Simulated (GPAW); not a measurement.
A run of GPAW 26.7.0:

File run.py:

```python
from ase import Atoms
from ase.dft.bandgap import bandgap
from ase.io import write
from ase.units import GPa
from gpaw import GPAW, PW, setup_paths

setup_paths.insert(0, '.')

atoms = Atoms(['Co', 'Co'],
              cell=[[2.4873648738, 0.0, 0.0],
                    [-1.2436824369, 2.1541211692, 0.0],
                    [0.0, 0.0, 4.0632895034]],
              scaled_positions=[[0.331367, 0.649747, 0.737133],
                                [0.670297, 0.320517, 0.263699]],
              pbc=True)
atoms.set_initial_magnetic_moments([2.0, 2.0])

calc = GPAW(mode=PW(600),
            xc='PBEsol',
            kpts={'size': (12, 12, 7), 'gamma': True},
            occupations={'name': 'fermi-dirac', 'width': 0.05},
            nbands=21,
            convergence={'density': 1e-05, 'energy': 1e-05},
            maxiter=150,
            txt='gpaw.txt')
atoms.calc = calc
energy = atoms.get_potential_energy()
forces = atoms.get_forces()
stress = atoms.get_stress()
calc.write('gs.gpw')
write('result.traj', atoms)
print(f'Energy: {energy:.6f} eV')
print('Forces (eV/A):')
print(forces.round(4))
print('Stress (GPa):', (stress / GPa).round(3))
print('Moments:', calc.get_magnetic_moments().round(3))
print('Fermi level:', round(calc.get_fermi_level(), 4), 'eV')
print(f'Gap: {bandgap(calc)[0]:.4f} eV, direct: {bandgap(calc, direct=True)[0]:.4f} eV')
```

Potentials or basis: PAW data sets generated in the run's folder for this functional, pw.

Command:

```sh
$ gpaw-setup -f PBEsol Co
$ OMP_NUM_THREADS=1 python run.py
```

Hardware: 1 thread of Arm Neoverse V2, on a shared host.

Task: Estimate the wall time of this run.

Result: Wall time 4.8 min on 1 thread of Arm Neoverse V2, with other jobs on the host, peak memory 0.47 GiB. Counts: scf iterations 14, plane waves 756, bands 21, k points 506.
